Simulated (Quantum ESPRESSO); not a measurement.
# TaN (P-6m2) in Quantum ESPRESSO: a series of runs, part 2 of 2

Quantum ESPRESSO 7.5. Earlier steps stand in the parts before.

**3. Single point, PBE+U, collinear spin, ferromagnetic start**

Input file pw.in:

```
&CONTROL
  calculation = 'scf'
  prefix = 'pwscf'
  outdir = './tmp'
  pseudo_dir = './pseudo'
  tprnfor = .true.
  disk_io = 'low'
/
&SYSTEM
  ibrav = 0
  nat = 2
  ntyp = 2
  ecutwfc = 132
  nbnd = 27
  occupations = 'smearing'
  smearing = 'gaussian'
  degauss = 0.00367493
  nspin = 2
  starting_magnetization(1) = 0.0741
  starting_magnetization(2) = 0
  tot_magnetization = 2
  nosym = .true.
/
&ELECTRONS
  conv_thr = 5d-07
  electron_maxstep = 100
  mixing_beta = 0.3
  mixing_ndim = 12
  startingpot = 'file'
  mixing_fixed_ns = 8
/
ATOMIC_SPECIES
Ta   180.9479 Ta.upf
N     14.0070 N.upf
CELL_PARAMETERS angstrom
   2.9380011100    0.0000000000    0.0000000000
  -1.4690005500    2.5443836000    0.0000000000
   0.0000000000    0.0000000000    2.8830022100
ATOMIC_POSITIONS crystal
Ta     0.3333333333    0.6666666667    0.5000000000
N      0.0000000000    0.0000000000    0.0000000000
K_POINTS automatic
3 3 3 0 0 0
HUBBARD {atomic}
U Ta-5d 8.0
```

Input file pp_density.in:

```
&INPUTPP
  prefix = 'pwscf'
  outdir = './tmp'
  filplot = 'density.dat'
  plot_num = 0
/
&PLOT
  nfile = 1
  filepp(1) = 'density.dat'
  iflag = 3
  output_format = 6
  fileout = 'density.cube'
/
```

Input file pp_potential.in:

```
&INPUTPP
  prefix = 'pwscf'
  outdir = './tmp'
  filplot = 'potential.dat'
  plot_num = 11
/
&PLOT
  nfile = 1
  filepp(1) = 'potential.dat'
  iflag = 3
  output_format = 6
  fileout = 'potential.cube'
/
```

Input file pp_spin.in:

```
&INPUTPP
  prefix = 'pwscf'
  outdir = './tmp'
  filplot = 'spin.dat'
  plot_num = 6
/
&PLOT
  nfile = 1
  filepp(1) = 'spin.dat'
  iflag = 3
  output_format = 6
  fileout = 'spin.cube'
/
```

Input file pp_elf.in:

```
&INPUTPP
  prefix = 'pwscf'
  outdir = './tmp'
  filplot = 'elf.dat'
  plot_num = 8
/
&PLOT
  nfile = 1
  filepp(1) = 'elf.dat'
  iflag = 3
  output_format = 6
  fileout = 'elf.cube'
/
```

Input file start.in:

```
&CONTROL
  calculation = 'scf'
  prefix = 'pwscf'
  outdir = './tmp'
  pseudo_dir = './pseudo'
  disk_io = 'nowf'
/
&SYSTEM
  ibrav = 0
  nat = 2
  ntyp = 2
  ecutwfc = 132
  nbnd = 27
  occupations = 'smearing'
  smearing = 'gaussian'
  degauss = 0.00367493
  nspin = 2
  starting_magnetization(1) = 0.0741
  starting_magnetization(2) = 0
  tot_magnetization = 2
  nosym = .true.
/
&ELECTRONS
  conv_thr = 5d-07
  electron_maxstep = 1
  mixing_beta = 0.3
  mixing_ndim = 12
  scf_must_converge = .false.
/
ATOMIC_SPECIES
Ta   180.9479 Ta.upf
N     14.0070 N.upf
CELL_PARAMETERS angstrom
   2.9380011100    0.0000000000    0.0000000000
  -1.4690005500    2.5443836000    0.0000000000
   0.0000000000    0.0000000000    2.8830022100
ATOMIC_POSITIONS crystal
Ta     0.3333333333    0.6666666667    0.5000000000
N      0.0000000000    0.0000000000    0.0000000000
K_POINTS automatic
3 3 3 0 0 0
HUBBARD {atomic}
U Ta-5d 8.0
```

Input file occup.txt:

```
 0.7833 -0.0762 -0.0807 -0.3476  0.1914
-0.0762  0.2612  0.2082 -0.2259 -0.3047
-0.0807  0.2082  0.1665 -0.1692 -0.2455
-0.3476 -0.2259 -0.1692  0.4198  0.2077
 0.1914 -0.3047 -0.2455  0.2077  0.3691
 0.0000  0.0000  0.0000  0.0000  0.0000
 0.0000  0.0000  0.0000  0.0000  0.0000
 0.0000  0.0000  0.0000  0.0000  0.0000
 0.0000  0.0000  0.0000  0.0000  0.0000
 0.0000  0.0000  0.0000  0.0000  0.0000
 0.0000  0.0000  0.0000  0.0000  0.0000
 0.0000  0.0000  0.0000  0.0000  0.0000
 0.0000  0.0000  0.0000  0.0000  0.0000
 0.0000  0.0000  0.0000  0.0000  0.0000
 0.0000  0.0000  0.0000  0.0000  0.0000
 0.0000  0.0000  0.0000  0.0000  0.0000
 0.0000  0.0000  0.0000  0.0000  0.0000
 0.0000  0.0000  0.0000  0.0000  0.0000
 0.0000  0.0000  0.0000  0.0000  0.0000
 0.0000  0.0000  0.0000  0.0000  0.0000
```

Potentials or basis: PseudoDojo 0.4 SR PBE stringent.

Launch:

```console
OMP_NUM_THREADS=1 pw.x -in start.in > start.out
cp occup.txt tmp/pwscf.save/occup.txt
OMP_NUM_THREADS=1 pw.x -in pw.in > pw.out
OMP_NUM_THREADS=1 pp.x -in pp_density.in > pp_density.out
OMP_NUM_THREADS=1 pp.x -in pp_potential.in > pp_potential.out
OMP_NUM_THREADS=1 pp.x -in pp_spin.in > pp_spin.out
OMP_NUM_THREADS=1 pp.x -in pp_elf.in > pp_elf.out
```

It took 3.8 min on 1 thread of Intel Xeon at 2.70GHz, shared host; peak memory 0.14 GiB.

The run converged. Its results:

- Free energy: -9096.8202 eV
- Net moment: 2.00 μB per cell
- Absolute moment: 2.49 μB per cell
- Site moments: Ta +1.07; N -0.22 μB
- Valence electrons inside the program's atomic spheres: Ta 22.95; N 5.02

Eigenvalues of the final occupation matrices:
| site | spin | trace | eigenvalues |
| --- | --- | --- | --- |
| Ta 1 5d | 1 | 3.80 | 0.63 0.63 0.77 0.88 0.88 |
| Ta 1 5d | 2 | 1.79 | 0.24 0.27 0.27 0.50 0.50 |

Caveat: the k mesh is coarse (spacing up to 0.82 Å⁻¹), so the values aren't converged; the total moment is fixed, so each spin has its own Fermi level.

**4. Single point, PBE+U, collinear spin, ferromagnetic start**

pw.in: that of step 3 with these lines changed.

```diff
@@ -6,3 +6,3 @@
   tprnfor = .true.
-  disk_io = 'low'
+  disk_io = 'nowf'
 /
@@ -29,3 +29,2 @@
   startingpot = 'file'
-  mixing_fixed_ns = 8
 /
```

start.in is that of step 3.

Input file occup.txt:

```
 0.5275 -0.1591  0.2050  0.4263  0.0138
-0.1591  0.0480 -0.0618 -0.1286 -0.0042
 0.2050 -0.0618  0.0797  0.1657  0.0053
 0.4263 -0.1286  0.1657  0.3444  0.0111
 0.0138 -0.0042  0.0053  0.0111  0.0004
 0.0125  0.0619  0.0551 -0.0092 -0.0733
 0.0619  0.3071  0.2733 -0.0456 -0.3635
 0.0551  0.2733  0.2433 -0.0406 -0.3236
-0.0092 -0.0456 -0.0406  0.0068  0.0540
-0.0733 -0.3635 -0.3236  0.0540  0.4304
 0.0000  0.0000  0.0000  0.0000  0.0000
 0.0000  0.0000  0.0000  0.0000  0.0000
 0.0000  0.0000  0.0000  0.0000  0.0000
 0.0000  0.0000  0.0000  0.0000  0.0000
 0.0000  0.0000  0.0000  0.0000  0.0000
 0.0000  0.0000  0.0000  0.0000  0.0000
 0.0000  0.0000  0.0000  0.0000  0.0000
 0.0000  0.0000  0.0000  0.0000  0.0000
 0.0000  0.0000  0.0000  0.0000  0.0000
 0.0000  0.0000  0.0000  0.0000  0.0000
```

Launch:

```console
OMP_NUM_THREADS=1 pw.x -in start.in > start.out
cp occup.txt tmp/pwscf.save/occup.txt
OMP_NUM_THREADS=1 pw.x -in pw.in > pw.out
```

Wall time 64 s (1 thread of Intel Xeon at 2.70GHz, shared host); peak memory 0.14 GiB.

Results (log left out):

| Property | Result |
| --- | --- |
| Free energy | -9096.8202 eV |
| Net moment | 2.00 μB per cell |
| Absolute moment | 2.49 μB per cell |
| Site moments | Ta +1.07; N -0.22 μB |
| Valence electrons inside the program's atomic spheres | Ta 22.95; N 5.02 |

Eigenvalues of the final occupation matrices:
| site | spin | trace | eigenvalues |
| --- | --- | --- | --- |
| Ta 1 5d | 1 | 3.80 | 0.63 0.63 0.77 0.88 0.88 |
| Ta 1 5d | 2 | 1.79 | 0.24 0.27 0.27 0.50 0.50 |

Caveat: the k mesh is coarse (spacing up to 0.82 Å⁻¹), so the values aren't converged; the total moment is fixed, so each spin has its own Fermi level. The state reached can hang on the start; a lower one may exist.
